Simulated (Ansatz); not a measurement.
# LuH2 (fluorite): a single-point run

Wanted: a converged single-point run for LuH2 (fluorite), and a check of what comes out. The structure is shown as the input types it.

Method: DFT PBE, scalar-relativistic, plane waves, PAW, in Ansatz 0.2.0.

### 1 The structure to begin with

Symmetry: Fm-3m, No. 225, cubic system. The conventional cell has a = 5.033 Å, b = 5.033 Å, c = 5.033 Å, α = 90.00°, β = 90.00°, γ = 90.00°. Lu (site symmetry m-3m) has 8 H at 2.18 Å as nearest neighbours. Around H (site symmetry -43m) lie 4 Lu at 2.18 Å.

Coordinates:

```cif
data_structure
_symmetry_space_group_name_H-M 'Fm-3m'
_symmetry_Int_Tables_number 225
_cell_length_a 5.0330
_cell_length_b 5.0330
_cell_length_c 5.0330
_cell_angle_alpha 90.000
_cell_angle_beta 90.000
_cell_angle_gamma 90.000
_cell_volume 127.49
loop_
_atom_site_label
_atom_site_type_symbol
_atom_site_symmetry_multiplicity
_atom_site_Wyckoff_symbol
_atom_site_fract_x
_atom_site_fract_y
_atom_site_fract_z
_atom_site_occupancy
Lu1 Lu 4 a 0.00000 0.00000 0.00000 1
H1 H 8 c 0.25000 0.75000 0.75000 1
```

### 2 Running it

input.yaml reads:

```yaml
crystal:
  lattice:
    - [0.0, 2.5165015071, 2.5165015071]
    - [2.5165015071, 0.0, 2.5165015071]
    - [2.5165015071, 2.5165015071, 0.0]
  atoms:
    - { symbol: Lu, position: [0.0, 0.0, 0.0] }
    - { symbol: H, position: [0.25, 0.25, 0.25] }
    - { symbol: H, position: [0.75, 0.75, 0.75] }
basis:
  ecutwfc: 420
  ecutrho_ratio: 4
kpoints:
  mp_grid: { grid: [1, 1, 1] }
hamiltonian:
  xc: pbe
scf:
  occupations: { method: gaussian, width: 0.05 }
  max_iter: 100
output:
  forces: true
  stress: true
```

Run with:

```sh
$ ansatz run input.yaml --threads 4 --pin off --max-ram 6144MiB --backend cpu --events-out ev --progress --plain --runs-dir out
```

**Question.** How will this run end, and is anything wrong with its input?

This run ends as converged. It gives a pressure of 32 GPa, which is large; a structure far from rest gives such values too, whatever the setting.

The suspect setting: kpoints.mp_grid.grid is [1, 1, 1]. Band dispersion is ignored when only one k-point is used.

Run again and compare: set kpoints.mp_grid.grid to [8, 8, 8].
